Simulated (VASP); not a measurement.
# HfB (Fm-3m) in VASP: notebook

One crystal, HfB, is run at these levels: PBE; tasks: single point, relaxation of cell and atoms.

Everything below comes from runs of VASP 6.6.1. Logs are shortened: lines on timing, memory, paths and dates and some standing lists are left out, and cuts for length are marked.

## Step 1: Starting point

It takes space group Fm-3m (No. 225, cubic). Conventional cell: a = 4.834 Å, b = 4.834 Å, c = 4.834 Å, α = 90.00°, β = 90.00°, γ = 90.00°. Hf (site symmetry m-3m) has 6 B at 2.42 Å as nearest neighbours. Around B (site symmetry m-3m) lie 6 Hf at 2.42 Å.

## Step 2: Single point, PBE

INCAR reads:

```
SYSTEM = HfB
  ALGO = Normal
  EDIFF = 1E-7
  ENCUT = 520
  GGA = PE
  ISIF = 2
  ISMEAR = 0
  LASPH = .True.
  LCHARG = .False.
  LREAL = .False.
  LWAVE = .False.
  NBANDS = 14
  NELM = 80
  PREC = Accurate
  SIGMA = 0.1
```

KPOINTS reads:

```
k-points
0
Gamma
  16 16 16
  0 0 0
```

POSCAR reads:

```
HfB
1.0
    0.0000000000      2.4168788130      2.4168788130
    2.4168788130      0.0000000000      2.4168788130
    2.4168788130      2.4168788130      0.0000000000
Hf B
1 1
Direct
    0.5000000000      0.5000000000      0.5000000000
    0.0000000000      0.0000000000      0.0000000000
```

Potentials or basis: VASP PAW PBE potentials, release 64 (Hf_pv, B).

On the command line:

```console
> cat potpaw_PBE.64/Hf_pv/POTCAR potpaw_PBE.64/B/POTCAR > POTCAR
> mpirun -np 1 vasp_std > vasp.out
```

OUTCAR:

```text
SYSTEM = HfB
   EDIFF = 1E-7
   ENCUT = 520
   GGA = PE
   ISIF = 2
   ISMEAR = 0
   LASPH = .True.
   LREAL = .False.
   NELM = 80
   PREC = Accurate

 ion  position               nearest neighbor table
   1  0.500  0.500  0.500-   2 2.42   2 2.42   2 2.42   2 2.42   2 2.42   2 2.42
   2  0.000  0.000  0.000-   1 2.42   1 2.42   1 2.42   1 2.42   1 2.42   1 2.42

  LATTYP: Found a face centered cubic cell.
 ALAT       =     4.8337576260

  Lattice vectors:

 A1 = (   0.0000000000,   2.4168788130,   2.4168788130)
 A2 = (   2.4168788130,   0.0000000000,   2.4168788130)
 A3 = (   2.4168788130,   2.4168788130,   0.0000000000)

Analysis of symmetry for initial positions (statically):
=====================================================================
 Subroutine PRICEL returns:
 Original cell was already a primitive cell.

 Routine SETGRP: Setting up the symmetry group for a
 face centered cubic supercell.

 Subroutine GETGRP returns: Found 48 space group operations
 (whereof 48 operations were pure point group operations)
 out of a pool of 48 trial point group operations.

The static configuration has the point symmetry O_h .

Analysis of symmetry for dynamics (positions and initial velocities):
=====================================================================
 Subroutine PRICEL returns:
 Original cell was already a primitive cell.

 Routine SETGRP: Setting up the symmetry group for a
 face centered cubic supercell.

 Subroutine GETGRP returns: Found 48 space group operations
 (whereof 48 operations were pure point group operations)
 out of a pool of 48 trial point group operations.

The dynamic configuration has the point symmetry O_h .

 Subroutine INISYM returns: Found 48 space group operations
 (whereof 48 operations are pure point group operations),
 and found     1 'primitive' translations

----------------------------------------------------------------------------------------

                                     Primitive cell

  volume of cell :      28.2354

  direct lattice vectors                    reciprocal lattice vectors
     0.000000000  2.416878813  2.416878813    -0.206878391  0.206878391  0.206878391
     2.416878813  0.000000000  2.416878813     0.206878391 -0.206878391  0.206878391
     2.416878813  2.416878813  0.000000000     0.206878391  0.206878391 -0.206878391

  length of vectors
     3.417982796  3.417982796  3.417982796     0.358323884  0.358323884  0.358323884

  position of ions in fractional coordinates (direct lattice)
     0.500000000  0.500000000  0.500000000
     0.000000000  0.000000000  0.000000000

  ion indices of the primitive-cell ions
   primitive index   ion index
                 1           1
                 2           2

----------------------------------------------------------------------------------------

 KPOINTS: k-points

Automatic generation of k-mesh.
 Grid dimensions read from file:
 generate k-points for:   16   16   16

 Generating k-lattice:

  Cartesian coordinates                     Fractional coordinates (reciprocal lattice)
    -0.012929899  0.012929899  0.012929899     0.062500000  0.000000000  0.000000000
     0.012929899 -0.012929899  0.012929899     0.000000000  0.062500000  0.000000000
     0.012929899  0.012929899 -0.012929899     0.000000000  0.000000000  0.062500000

  Length of vectors
     0.022395243  0.022395243  0.022395243

  Shift w.r.t. Gamma in fractional coordinates (k-lattice)
     0.000000000  0.000000000  0.000000000

 Subroutine IBZKPT returns following result:
 ===========================================

 Found    145 irreducible k-points:

 Following reciprocal coordinates:
            Coordinates               Weight
  0.000000  0.000000  0.000000      1.000000
  0.062500  0.000000  0.000000      8.000000
  0.125000  0.000000  0.000000      8.000000
  0.187500  0.000000  0.000000      8.000000
  0.250000  0.000000  0.000000      8.000000
  0.312500  0.000000  0.000000      8.000000
[... 16 lines left out ...]
 -0.125000  0.062500  0.000000     24.000000
 -0.062500  0.062500  0.000000     12.000000
 [... further k-points ...]
   k-points           NKPTS =    145   k-points in BZ     NKDIM =    145   number of bands    NBANDS=     14
   number of dos      NEDOS =    301   number of ions     NIONS =      2
   total plane-waves  NPLWV =  21952
   dimension x,y,z NGX =    28 NGY =   28 NGZ =   28
   dimension x,y,z NGXF=    56 NGYF=   56 NGZF=   56
   ions per type =               1   1
   NGX,Y,Z   is equivalent  to a cutoff of  13.62, 13.62, 13.62 a.u.
   NGXF,Y,Z  is equivalent  to a cutoff of  27.24, 27.24, 27.24 a.u.
 SYSTEM =  HfB
   PREC   = accura    normal or accurate (medium, high low for compatibility)
   ISTART =      0    job   : 0-new  1-cont  2-samecut
   ICHARG =      2    charge: 1-file 2-atom 10-const
   ISPIN  =      1    spin polarized calculation?
   LNONCOLLINEAR =      F non collinear calculations
   LSORBIT =      F    spin-orbit coupling
   LASPH  =      T    aspherical Exc in radial PAW
   ENCUT  =  520.0 eV  38.22 Ry    6.18 a.u.   6.36  6.36  6.36*2*pi/ulx,y,z
   NELM   =     80;   NELMIN=  2; NELMDL= -5     # of ELM steps
   EDIFF  = 0.1E-06   stopping-criterion for ELM
   LREAL  =      F    real-space projection
   EDIFFG = 0.1E-05   stopping-criterion for IOM
   NSW    =      0    number of steps for IOM
   IBRION =     -1    ionic relax: 0-MD 1-quasi-New 2-CG
   NFREE  =      0    steps in history (QN), initial steepest desc. (CG)
   ISIF   =      2    stress and relaxation
   ISYM   =      2    0-nonsym 1-usesym 2-fastsym
   POTIM  = 0.5000    time-step for ionic-motion
   TEBEG  =    0.0;   TEEND  =   0.0 temperature during run
   PSTRESS=    0.0 pullay stress
   NELECT =      13.0000    total number of electrons
   NUPDOWN=      -1.0000    fix difference up-down
   EMIN   =  10.00;   EMAX   =-10.00  energy-range for DOS
   EFERMI =   0.00;   METHOD = LEGACY
   ISMEAR =     0;   SIGMA  =   0.10  broadening in eV -4-tet -1-fermi 0-gaus
   EFERMI_NEDOS =   21; number of points for ismear=-14 and -15
   IALGO  =     38    algorithm
   IMIX   =      4    mixing-type and parameters
     AMIX     =   0.40;   BMIX     =  1.00
     AMIX_MAG =   1.60;   BMIX_MAG =  1.00
  volume/ion in A,a.u.               =      14.12        95.27
  Fermi-wavevector in a.u.,A,eV,Ry     =   1.264128  2.388856 21.742379  1.598020
  Thomas-Fermi vector in A             =   2.397449
   LORBIT       =      0    0 simple, 1 ext, 2 COOP (PROOUT), +10 PAW based schemes
   GGA     = PE    functional components
   LHFCALC =     F    Hartree Fock is set to
   AEXX    =    0.0000 exact exchange contribution
   IVDW    =     0    specifies the selected vdW correction
   LEPSILON=     F    determine dielectric tensor
   LRPA    =     F    only Hartree local field effects (RPA)
 non-spin polarized calculation
 Gauss-broadening in eV      SIGMA  =   0.10
  energy-cutoff  :      520.00
  volume of cell :       28.24
 maximum number of plane-waves:       778
 NGX is ok and might be reduce to    28
   NGX = 13   NGY = 13   NGZ = 13

 number of electron      13.0000001 magnetization

 Free energy of the ion-electron system (eV)
  ---------------------------------------------------
  ext. energy  EPLUGINS =         0.00000000
  ---------------------------------------------------
  free energy    TOTEN  =       -17.46551044 eV

  energy without entropy =      -17.46104734  energy(sigma->0) =      -17.46327889

 E-fermi :   4.2909     XC(G=0): -11.6688

 val. band max:        4.2849922889   @ k =  -0.3750   0.3750   0.0625
 cond. band min:       4.3016824105   @ k =   0.3125   0.2500   0.0625
 fundamental gap:      0.0166901216
 Fermi energy:         4.2908898387

 k-point     1 :       0.0000    0.0000    0.0000
  band No.  band energies     occupation
      1     -24.7302      2.00000
      2     -24.7302      2.00000
      3     -24.7302      2.00000
      4      -4.8347      2.00000
      5       6.3374      0.00000
      6       6.3374      0.00000
      7       6.3374      0.00000
      8       7.8596      0.00000
      9       7.8596      0.00000
     10       7.8596      0.00000
     11       8.0018      0.00000
     12       8.0018      0.00000
     13      15.2939      0.00000
     14      15.4422      0.00000

 k-point     2 :       0.0625    0.0000    0.0000
  band No.  band energies     occupation
      1     -24.7476      2.00000
      2     -24.7321      2.00000
      3     -24.7321      2.00000
      4      -4.7390      2.00000
      5       5.9538      0.00000
      6       6.2609      0.00000
      7       6.2609      0.00000
      8       7.0867      0.00000
      9       7.0867      0.00000
     10       8.0567      0.00000
     11       9.0454      0.00000
     12       9.0454      0.00000
     13      15.4384      0.00000
     14      15.6883      0.00000

 k-point     3 :       0.1250    0.0000    0.0000
  band No.  band energies     occupation
      1     -24.7970      2.00000
      2     -24.7375      2.00000
      3     -24.7375      2.00000
      4      -4.4576      2.00000
      5       5.1541      0.00000
      6       5.6960      0.00000
      7       5.6960      0.00000
      8       6.9970      0.00000
      9       6.9970      0.00000
     10       8.3550      0.00000
     11      10.2739      0.00000
     12      10.2739      0.00000
     13      15.8125      0.00000
     14      16.3692      0.00000
[... 324 lines left out ...]
 k-point    23 :      -0.1250    0.0625    0.0000
  band No.  band energies     occupation
      1     -24.8258      2.00000
      2     -24.7543      2.00000
      3     -24.7357      2.00000
      4      -4.2454      2.00000
      5       4.8022      0.00000
      6       5.2139      0.00000
      7       5.2755      0.00000
      8       6.7610      0.00000
      9       7.6306      0.00000
     10       8.7000      0.00000
     11      10.1265      0.00000
     12      11.4400      0.00000
     13      16.0744      0.00000
     14      16.8437      0.00000

 k-point    24 :      -0.0625    0.0625    0.0000
  band No.  band energies     occupation
      1     -24.7717      2.00000
      2     -24.7424      2.00000
      3     -24.7319      2.00000
      4      -4.5818      2.00000
      5       5.6521      0.00000
      6       5.6926      0.00000
      7       6.0854      0.00000
      8       6.4826      0.00000
      9       7.4336      0.00000
     10       8.4125      0.00000
     11       9.2006      0.00000
     12      10.1805      0.00000
     13      15.6677      0.00000
     14      16.0787      0.00000

 [... further k-points ...]
[... 5 lines left out ...]
  --------------------------------------------------------------------------------------
  -------------------------------------------------------------------------------------
  Total        0.0200851      0.0200851      0.0200851      0.0000000     -0.0000000      0.0000000
  in kB        1.1396993      1.1396993      1.1396993      0.0000000     -0.0000000      0.0000000
  external PRESSURE =       1.1396993 kB  Pullay stress =       0.0000000 kB

 VOLUME and BASIS-vectors are now :
 -----------------------------------------------------------------------------
  energy-cutoff  :      520.00
  volume of cell :       28.24
      direct lattice vectors                 reciprocal lattice vectors
     0.000000000  2.416878813  2.416878813    -0.206878391  0.206878391  0.206878391
     2.416878813  0.000000000  2.416878813     0.206878391 -0.206878391  0.206878391
     2.416878813  2.416878813  0.000000000     0.206878391  0.206878391 -0.206878391

 POSITION                                       TOTAL-FORCE (eV/Angst)
 -----------------------------------------------------------------------------------
      2.41688      2.41688      2.41688        -0.000000      0.000000     -0.000000
      0.00000      0.00000      0.00000         0.000000     -0.000000      0.000000
 -----------------------------------------------------------------------------------
    total drift:                                0.000000      0.000000      0.000000

  FREE ENERGIE OF THE ION-ELECTRON SYSTEM (eV)
  ---------------------------------------------------
  free  energy   TOTEN  =       -17.4655104436 eV

  energy  without entropy=      -17.4610473429  energy(sigma->0) =      -17.46327889
```

It took 1.8 min on 1 thread of AMD EPYC, shared host; peak memory 0.16 GiB.

What came out:

- Free energy: -17.4655 eV
- Pressure: 0.1 GPa
- Band gap on the k mesh: none (metal or under the smearing width)

Levels at points of the mesh, in eV from the Fermi level:
| k point | band 4 | band 5 | band 6 | band 7 | band 8 | band 9 | band 10 | band 11 |
| --- | --- | --- | --- | --- | --- | --- | --- | --- |
| (0.00, 0.00, 0.00) | -9.13 | 2.05 | 2.05 | 2.05 | 3.57 | 3.57 | 3.57 | 3.71 |
| (0.50, 0.00, 0.00) | -4.61 | -4.48 | -1.15 | -1.15 | 5.65 | 5.65 | 6.48 | 7.71 |
| (0.50, 0.50, 0.00) | -6.37 | -1.25 | -0.78 | 1.94 | 1.94 | 5.39 | 6.77 | 6.77 |

(Part 1 of 2 ends here.)
